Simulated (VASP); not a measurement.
Here is a VASP 6.6.1 calculation.

The input INCAR:

```
ALGO = Normal
EDIFF = 1E-6
ENCUT = 520
GGA = PE
ISIF = 2
ISMEAR = 0
LASPH = T
LCHARG = F
LREAL = F
LWAVE = F
NBANDS = 11
NELM = 80
PREC = Accurate
SIGMA = 0.03
```

KPOINTS

```
k-points
0
Gamma
  8 8 8
```

The input POSCAR:

```
AlAs                                    
1.0
    0.0000000000      2.8408844734      2.8408844734
    2.8408844734      0.0000000000      2.8408844734
    2.8408844734      2.8408844734      0.0000000000
  Al              As            
     1     1
Direct
     0.0000000000000000    0.0000000000000000    0.0000000000000000
     0.2500000000000000    0.2500000000000000    0.2500000000000000
```

KPOINTS_OPT

```
explicit points
302
Reciprocal
 0.0000000000  0.0000000000  0.0000000000 1
 0.0263157895  0.0000000000  0.0263157895 1
 0.0526315789  0.0000000000  0.0526315789 1
 0.0789473684  0.0000000000  0.0789473684 1
 0.1052631579  0.0000000000  0.1052631579 1
 0.1315789474  0.0000000000  0.1315789474 1
[... 294 lines left out ...]
 0.5111486200  0.0222972300  0.5111486200 1
 0.4888513800 -0.0222972300  0.4888513800 1
```

Potentials or basis: VASP PAW PBE potentials, release 64 (Al, As).

Run with:

```console
$ cat potpaw_PBE.64/Al/POTCAR potpaw_PBE.64/As/POTCAR > POTCAR
$ mpirun -np 1 vasp_std > vasp.out
```

Problem. Predict the band gap along the path.

Solution. 1.45 eV, indirect (least direct gap 1.97 eV).

Problem. Predict the band gap on the k mesh.

Solution. 1.45 eV, indirect (least direct gap 1.97 eV).

Problem. Estimate the pressure.

Solution. 1.9 GPa.

Levels at the corners of the path, in eV from the valence-band top:
```csv
point,band 1,band 2,band 3,band 4,band 5,band 6,band 7,band 8,band 9
Γ,-11.80,0.00,0.00,0.00,1.97,4.27,4.27,4.27,8.81
X,-9.87,-5.39,-2.15,-2.15,1.45,2.29,10.25,10.25,11.65
X,-9.87,-5.39,-2.15,-2.15,1.45,2.29,10.25,10.25,11.65
W,-9.84,-5.06,-3.14,-2.79,4.32,5.59,5.67,6.04,10.53
W,-9.84,-5.06,-3.14,-2.79,4.32,5.59,5.67,6.04,10.53
K,-9.90,-5.14,-3.37,-1.78,2.24,4.95,8.12,8.26,8.66
K,-9.90,-5.14,-3.37,-1.78,2.24,4.95,8.12,8.26,8.66
Γ,-11.80,0.00,0.00,0.00,1.97,4.27,4.27,4.27,8.81
Γ,-11.80,0.00,0.00,0.00,1.97,4.27,4.27,4.27,8.81
L,-10.41,-5.52,-0.82,-0.82,2.10,4.67,4.67,7.73,11.10
L,-10.41,-5.52,-0.82,-0.82,2.10,4.67,4.67,7.73,11.10
U,-9.90,-5.14,-3.37,-1.78,2.24,4.95,8.12,8.26,8.66
U,-9.90,-5.14,-3.37,-1.78,2.24,4.95,8.12,8.26,8.66
W,-9.84,-5.06,-3.14,-2.79,4.32,5.59,5.67,6.04,10.53
W,-9.84,-5.06,-3.14,-2.79,4.32,5.59,5.67,6.04,10.53
L,-10.41,-5.52,-0.82,-0.82,2.10,4.67,4.67,7.73,11.10
L,-10.41,-5.52,-0.82,-0.82,2.10,4.67,4.67,7.73,11.10
K,-9.90,-5.14,-3.37,-1.78,2.24,4.95,8.12,8.26,8.66
U,-9.90,-5.14,-3.37,-1.78,2.24,4.95,8.12,8.26,8.66
X,-9.87,-5.39,-2.15,-2.15,1.45,2.29,10.25,10.25,11.65
```
